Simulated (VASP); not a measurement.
# Nb (P6_3/mmc) in VASP: single point with PBE

Aim: the single point of Nb with PBE.

All numbers are computed with VASP 6.6.1; they aren't measurements. Logs are shortened: lines on timing, memory, paths and dates and some standing lists are left out, and cuts for length are marked.

**1. Starting point**

The structure is hexagonal, space group P6_3/mmc (No. 194). The conventional cell has a = 3.098 Å, b = 3.098 Å, c = 4.864 Å, α = 90.00°, β = 90.00°, γ = 120.00°. Around Nb (site symmetry -6m2) lie 12 Nb at 3.02 to 3.10 Å.

The cell was built by a generator and needn't be a form met in nature.

**2. Single point, PBE**

INCAR reads:

```
SYSTEM = Nb
PREC = Accurate
ENCUT = 520
EDIFF = 1E-6
ISMEAR = -1
SIGMA = 0.1
LREAL = .False.
LASPH = .True.
NELM = 60
ALGO = Fast
ISIF = 2
LWAVE = .False.
LCHARG = .True.
GGA = PE
LELF = .True.
LVHAR = .True.
NBANDS = 20
```

KPOINTS reads:

```
regular mesh
0
Gamma
  12 12 7
  0 0 0
```

POSCAR reads:

```
Nb
1.0
    1.5489890000      2.6829260000      0.0000000000
   -1.5489890000      2.6829260000      0.0000000000
    0.0000000000      0.0000000000      4.8638980000
Nb
2
Direct
    0.3333300000      0.3333400000      0.2500000000
    0.6666600000      0.6666700000      0.7500000000
```

Potentials or basis: VASP PAW PBE potentials, release 64 (Nb_sv).

Started as:

```bash
cat potpaw_PBE.64/Nb_sv/POTCAR > POTCAR
mpirun -np 1 vasp_std > vasp.out
```

OUTCAR:

```text
SYSTEM = Nb
   PREC = Accurate
   ENCUT = 520
   EDIFF = 1E-6
   ISMEAR = -1
   LREAL = .False.
   LASPH = .True.
   NELM = 60
   ISIF = 2
   GGA = PE

 ion  position               nearest neighbor table
   1  0.333  0.333  0.250-   2 3.02   2 3.02   2 3.02   2 3.02   2 3.02   2 3.02
   2  0.667  0.667  0.750-   1 3.02   1 3.02   1 3.02   1 3.02   1 3.02   1 3.02

  LATTYP: Found a hexagonal cell.
 ALAT       =     3.0979765725
 C/A-ratio  =     1.5700241387

  Lattice vectors:

 A1 = (   1.5489890000,  -2.6829260000,   0.0000000000)
 A2 = (   1.5489890000,   2.6829260000,   0.0000000000)
 A3 = (   0.0000000000,   0.0000000000,   4.8638980000)

Analysis of symmetry for initial positions (statically):
=====================================================================
 Subroutine PRICEL returns:
 Original cell was already a primitive cell.

 Routine SETGRP: Setting up the symmetry group for a
 hexagonal supercell.

 Subroutine GETGRP returns: Found  8 space group operations
 (whereof  2 operations were pure point group operations)
 out of a pool of 24 trial point group operations.

The static configuration has the point symmetry C_2 .
 The point group associated with its full space group is D_2h.

Analysis of symmetry for dynamics (positions and initial velocities):
=====================================================================
 Subroutine PRICEL returns:
 Original cell was already a primitive cell.

 Routine SETGRP: Setting up the symmetry group for a
 hexagonal supercell.

 Subroutine GETGRP returns: Found  8 space group operations
 (whereof  2 operations were pure point group operations)
 out of a pool of 24 trial point group operations.

The dynamic configuration has the point symmetry C_2 .
 The point group associated with its full space group is D_2h.

 Subroutine INISYM returns: Found  8 space group operations
 (whereof  2 operations are pure point group operations),
 and found     1 'primitive' translations

----------------------------------------------------------------------------------------

                                     Primitive cell

  volume of cell :      40.4270

  direct lattice vectors                    reciprocal lattice vectors
     1.548989000  2.682926000  0.000000000     0.322791188  0.186363694  0.000000000
    -1.548989000  2.682926000  0.000000000    -0.322791188  0.186363694  0.000000000
     0.000000000  0.000000000  4.863898000     0.000000000  0.000000000  0.205596417

[... 81 lines left out ...]
   ENCUT  =  520.0 eV  38.22 Ry    6.18 a.u.   5.76  5.76  9.04*2*pi/ulx,y,z
   NELM   =     60;   NELMIN=  2; NELMDL= -5     # of ELM steps
   EDIFF  = 0.1E-05   stopping-criterion for ELM
   LREAL  =      F    real-space projection
   EDIFFG = 0.1E-04   stopping-criterion for IOM
   NSW    =      0    number of steps for IOM
   IBRION =     -1    ionic relax: 0-MD 1-quasi-New 2-CG
   NFREE  =      0    steps in history (QN), initial steepest desc. (CG)
   ISIF   =      2    stress and relaxation
   ISYM   =      2    0-nonsym 1-usesym 2-fastsym
   POTIM  = 0.5000    time-step for ionic-motion
   TEBEG  =    0.0;   TEEND  =   0.0 temperature during run
   PSTRESS=    0.0 pullay stress
   NELECT =      26.0000    total number of electrons
   NUPDOWN=      -1.0000    fix difference up-down
   EMIN   =  10.00;   EMAX   =-10.00  energy-range for DOS
   EFERMI =   0.00;   METHOD = LEGACY
   ISMEAR =    -1;   SIGMA  =   0.10  broadening in eV -4-tet -1-fermi 0-gaus
   EFERMI_NEDOS =   21; number of points for ismear=-14 and -15
   IALGO  =     68    algorithm
   IMIX   =      4    mixing-type and parameters
     AMIX     =   0.40;   BMIX     =  1.00
     AMIX_MAG =   1.60;   BMIX_MAG =  1.00
  volume/ion in A,a.u.               =      20.21       136.41
  Fermi-wavevector in a.u.,A,eV,Ry     =   1.413108  2.670388 27.169135  1.996875
  Thomas-Fermi vector in A             =   2.534788
   LORBIT       =      0    0 simple, 1 ext, 2 COOP (PROOUT), +10 PAW based schemes
   GGA     = PE    functional components
   LHFCALC =     F    Hartree Fock is set to
   AEXX    =    0.0000 exact exchange contribution
   IVDW    =     0    specifies the selected vdW correction
   LEPSILON=     F    determine dielectric tensor
   LRPA    =     F    only Hartree local field effects (RPA)
 non-spin polarized calculation
 RMM-DIIS sequential band-by-band and
  energy-cutoff  :      520.00
  volume of cell :       40.43
 maximum number of plane-waves:      1108
   NGX = 11   NGY = 11   NGZ = 19

 number of electron      25.9999999 magnetization

 Free energy of the ion-electron system (eV)
  ---------------------------------------------------
  ext. energy  EPLUGINS =         0.00000000
  ---------------------------------------------------
  free energy    TOTEN  =       -19.62360741 eV

  energy without entropy =      -19.51430010  energy(sigma->0) =      -19.56895376

 E-fermi :  10.0584     XC(G=0): -11.9091

 val. band max:       10.0509736169   @ k =   0.0833  -0.0000   0.4286
 cond. band min:      10.0632470998   @ k =   0.3333   0.0000   0.0000
 fundamental gap:      0.0122734829
 Fermi energy:        10.0583519627

 k-point     1 :       0.0000    0.0000    0.0000
  band No.  band energies     occupation
      1     -44.8606      2.00000
      2     -44.6956      2.00000
      3     -21.3061      2.00000
      4     -20.5641      2.00000
      5     -20.5641      2.00000
      6     -20.4130      2.00000
[... 541 lines left out ...]
     19      14.4150      0.00000
     20      18.8195      0.00000

 [... further k-points ...]

------------------------ aborting loop because EDIFF is reached ----------------------------------------

  FORCE on cell =-STRESS in cart. coord.  units (eV):
  Direction    XX          YY          ZZ          XY          YZ          ZX
  --------------------------------------------------------------------------------------
  -------------------------------------------------------------------------------------
  Total       -3.3151378     -3.3150558     -1.8016326     -0.0000000      0.0000000      0.0000000
  in kB     -131.3834555   -131.3802085    -71.4011719     -0.0000000      0.0000000      0.0000000
  external PRESSURE =    -111.3882786 kB  Pullay stress =       0.0000000 kB

 VOLUME and BASIS-vectors are now :
 -----------------------------------------------------------------------------
  energy-cutoff  :      520.00
  volume of cell :       40.43
      direct lattice vectors                 reciprocal lattice vectors
     1.548989000  2.682926000  0.000000000     0.322791188  0.186363694  0.000000000
    -1.548989000  2.682926000  0.000000000    -0.322791188  0.186363694  0.000000000
     0.000000000  0.000000000  4.863898000     0.000000000  0.000000000  0.205596417

 POSITION                                       TOTAL-FORCE (eV/Angst)
 -----------------------------------------------------------------------------------
     -0.00002      1.78863      1.21597         0.000000      0.000071     -0.000000
     -0.00002      3.57723      3.64792         0.000000     -0.000071      0.000000
 -----------------------------------------------------------------------------------
    total drift:                               -0.000000      0.000000     -0.000000

  FREE ENERGIE OF THE ION-ELECTRON SYSTEM (eV)
  ---------------------------------------------------
  free  energy   TOTEN  =       -19.6236074101 eV

  energy  without entropy=      -19.5143001009  energy(sigma->0) =      -19.56895376
```

stdout:

```text
POSCAR found type information on POSCAR Nb
 POSCAR found :  1 types and       2 ions
 scaLAPACK will be used
 LDA part: xc-table for (Slater+PW92), standard interpolation
 POSCAR, INCAR and KPOINTS ok, starting setup
 FFT: planning ... GRIDC
 FFT: planning ... GRID_SOFT
 FFT: planning ... GRID
 WAVECAR not read
 entering main loop
WARNING in EDDRMM: call to ZHEGV failed, returncode =   8  4     15
WARNING in EDDRMM: call to ZHEGV failed, returncode =   6  3      9
WARNING in EDDRMM: call to ZHEGV failed, returncode =   6  3     12
WARNING in EDDRMM: call to ZHEGV failed, returncode =   6  3     10
WARNING in EDDRMM: call to ZHEGV failed, returncode =   6  3     10
WARNING in EDDRMM: call to ZHEGV failed, returncode =   6  3     10
WARNING in EDDRMM: call to ZHEGV failed, returncode =   6  3     14
WARNING in EDDRMM: call to ZHEGV failed, returncode =   6  3     19
```

Run time: 2.6 min. Hardware: 1 thread of Intel Xeon Platinum 8488C (Sapphire Rapids), shared host; peak memory 0.22 GiB.

What came out:

- Free energy: -19.6236 eV
- Pressure: -11.1 GPa
- Band gap on the k mesh: none (metal or under the smearing width)
